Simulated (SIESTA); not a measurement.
Runs of SIESTA 5.4.2 on InAs. The structure is cubic, space group F-43m (No. 216). The conventional cell has a = 6.036 Å, b = 6.036 Å, c = 6.036 Å, α = 90.00°, β = 90.00°, γ = 90.00°. In (site symmetry -43m) has 4 As at 2.61 Å as nearest neighbours. As (site symmetry -43m) has 4 In at 2.61 Å as nearest neighbours. 

```csv
task,level,potentials or basis,cell,optimiser,force tolerance,gap on the mesh (eV),pressure (GPa),relaxed volume (Å³/atom)
band structure,BP86,"PseudoDojo 0.4 standard (PBE files), DZP (energy shift 0.002 Ry; radii capped at 9.5 bohr)",as given,-,-,none,5.4,-
band structure,LDA,"PseudoDojo 0.4 standard (LDA files), DZP (energy shift 0.002 Ry; radii capped at 9.5 bohr)",as given,-,-,none,0.4,-
relaxation of cell and atoms,vdW-DF-cx,"PseudoDojo 0.4 standard (PBE files), DZP (energy shift 0.002 Ry; radii capped at 9.5 bohr)",relaxed,CG,0.02 eV/Å,none,-0.1,29.02
relaxation of cell and atoms,PBEsol,"PseudoDojo 0.4 standard (PBEsol files), DZP (energy shift 0.002 Ry; radii capped at 9.5 bohr)",relaxed,-,0.01 eV/Å,none,0.0,(a)
```

Alike in all rows: no spin polarisation; k mesh 8 × 8 × 8; smearing fermi-dirac 0.05 eV; grid cutoff 500 Ry; energy shift 0.002 Ry.

Task: Estimate the missing entries.

Result: (a) 28.60.

Caveats: semicore shells carry a single zeta, which can move pressures by several GPa and volumes by a few percent; the basis of atomic orbitals isn't converged, which shifts pressures, moduli and gaps; the potentials were made for another functional, which shifts forces and pressure (some runs); spin-orbit coupling is left out, which moves the levels of the heavy elements (some runs).

A k mesh can miss the band edges, and the runs leave out spin-orbit coupling on As, In.

A gap of «none» marks a metal or a gap under the smearing width.

Runs at the PBE level aren't shown here.
